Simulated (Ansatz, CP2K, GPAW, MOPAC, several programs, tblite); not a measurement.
# ZnCu2SnS4: cheap methods against density-functional theory

How much accuracy does each second buy? ZnCu2SnS4 is computed with 9 methods, from the cheapest up to r2SCAN.

Program: MOPAC, tblite, CP2K, Ansatz, GPAW (versions at each run). Level of theory: no spin polarisation, static lattice; gaps from single points on the cell relaxed beforehand with r²SCAN. These are calculated values, not measurements.

### 1 The structure to begin with

It takes space group I-4 (No. 82, tetragonal). The conventional cell has a = 5.414 Å, b = 5.414 Å, c = 10.823 Å, α = 90.00°, β = 90.00°, γ = 90.00°. Cu (site symmetry -4) is surrounded by 4 S at 2.30 Å. Zn (site symmetry -4) is surrounded by 4 S at 2.34 Å. Sn (site symmetry -4) is surrounded by 4 S at 2.44 Å. S (site symmetry 1) has 2 Cu at 2.30 Å and 1 Zn at 2.34 Å and 1 Sn at 2.44 Å as nearest neighbours.

Structure file:

```cif
data_structure
_symmetry_space_group_name_H-M 'I-4'
_symmetry_Int_Tables_number 82
_cell_length_a 5.4140
_cell_length_b 5.4140
_cell_length_c 10.8226
_cell_angle_alpha 90.000
_cell_angle_beta 90.000
_cell_angle_gamma 90.000
_cell_volume 317.22
loop_
_atom_site_label
_atom_site_type_symbol
_atom_site_symmetry_multiplicity
_atom_site_Wyckoff_symbol
_atom_site_fract_x
_atom_site_fract_y
_atom_site_fract_z
_atom_site_occupancy
Cu1 Cu 2 a 0.00000 0.00000 0.00000 1
Cu2 Cu 2 c 0.00000 0.50000 0.25000 1
Zn1 Zn 2 d 0.50000 0.00000 0.25000 1
Sn1 Sn 2 b 0.50000 0.50000 0.00000 1
S1 S 8 g 0.25783 0.73571 0.37087 1
```

The structure type (kesterite) is imposed and need not be the compound's stable one.

**Question.** The methods are PM7, GFN1-xTB (tblite), GFN2-xTB (tblite), PBE/DZVP, PBE/SZV, coarse PBE, GLLB-SC, PBE, r2SCAN. What gap does r2SCAN give on this cell, and which other methods (full PBE left aside) come nearest to r2SCAN and farthest in gap, volume and bulk modulus?

```
                                               quantity                                          value
                                                 r2SCAN          gap 0.47 eV, 19.83 Å³/atom, B₀ 80 GPa
         gap: nearest and farthest of the other methods          coarse PBE (-0.20 eV), PM7 (+4.27 eV)
      volume: nearest and farthest of the other methods  PBE/DZVP (+4.4 %), GFN2-xTB (tblite) (+6.5 %)
bulk modulus: nearest and farthest of the other methods      PBE/SZV (+5 %), GFN2-xTB (tblite) (-35 %)
```

For the gap, of the 7 methods compared (full PBE left aside), coarse PBE comes nearest to r2SCAN and PM7 is farthest. Among the 4 methods compared for the volume (full PBE left aside), PBE/DZVP is nearest to r2SCAN and GFN2-xTB (tblite) farthest. Among the 4 methods compared for the bulk modulus (full PBE left aside), PBE/SZV is nearest to r2SCAN and GFN2-xTB (tblite) farthest. A minimal basis or a coarse cutoff and mesh shifts results by its own error, so closeness to r2SCAN can be chance. Cluster runs see only the k-points that fold onto the zone centre, so their gaps can miss the band edges. GLLB-SC is compared with its derivative discontinuity added. No volume is given for PM7, coarse PBE, which can hide a larger miss. CPU times run from 3.5 s (GFN1-xTB (tblite)) to 2.8 min (GLLB-SC). On this cell PBE/DZVP, GLLB-SC cost more than r2SCAN itself (73 s), so they are no saving here. GFN1-xTB (tblite), GFN2-xTB (tblite) disagree with r2SCAN even on whether there is a gap. r2SCAN is a yardstick, not the truth: it usually gives gaps below the measured ones. Spin-orbit coupling is left out throughout, and with elements this heavy it can close so small a gap.
